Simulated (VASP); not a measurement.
Input of a VASP 6.6.1 run:

Contents of INCAR:

```
SYSTEM = BN
PREC = Accurate ; ENCUT = 520
EDIFF = 1E-7 ; ISMEAR = 0
SIGMA = 0.02 ; LREAL = .False.
LASPH = .True. ; NELM = 80
ALGO = Normal ; ISIF = 3
LWAVE = .False. ; LCHARG = .False.
GGA = PE ; IVDW = 12
IBRION = 2 ; NSW = 80
EDIFFG = -0.15 ; KPAR = 4
```

File KPOINTS:

```
regular mesh
0
Gamma
  15 15 6
  0 0 0
```

File POSCAR:

```
BN                                      
1.0
    2.5069051471      0.0000000000      0.0000000000
   -1.2534525735      2.1710435374      0.0000000000
    0.0000000000      0.0000000000      6.6341715354
  B               N             
     2     2
Direct
     0.3333333300000021    0.6666666699999979    0.2500000000000000
     0.6666666699999979    0.3333333300000021    0.7500000000000000
     0.3333333300000021    0.6666666699999979    0.7500000000000000
     0.6666666699999979    0.3333333300000021    0.2500000000000000
```

Potentials or basis: VASP PAW PBE potentials, release 64 (B, N).

Run with:

```console
$ cat potpaw_PBE.64/B/POTCAR potpaw_PBE.64/N/POTCAR > POTCAR
$ mpirun -np 4 vasp_std > vasp.out
```

Question: Estimate the dispersion energy per atom.

Answer: -0.141 eV.

Question: Predict the band gap on the k mesh.

Answer: 4.28 eV, indirect (least direct gap 4.63 eV).

Final structure:
```
CELL_PARAMETERS angstrom
2.50691 0.00000 0.00000
-1.25345 2.17104 0.00000
0.00000 0.00000 6.63417
ATOMIC_POSITIONS crystal
B 0.33333 0.66667 0.25000
B 0.66667 0.33333 0.75000
N 0.33333 0.66667 0.75000
N 0.66667 0.33333 0.25000
```

Caveat: the relaxation stopped at its first step, so nothing moved; an odd mesh through Γ misses points on the zone boundary, where band edges often lie. PBE gaps usually lie below the measured ones, often by a third to a half.
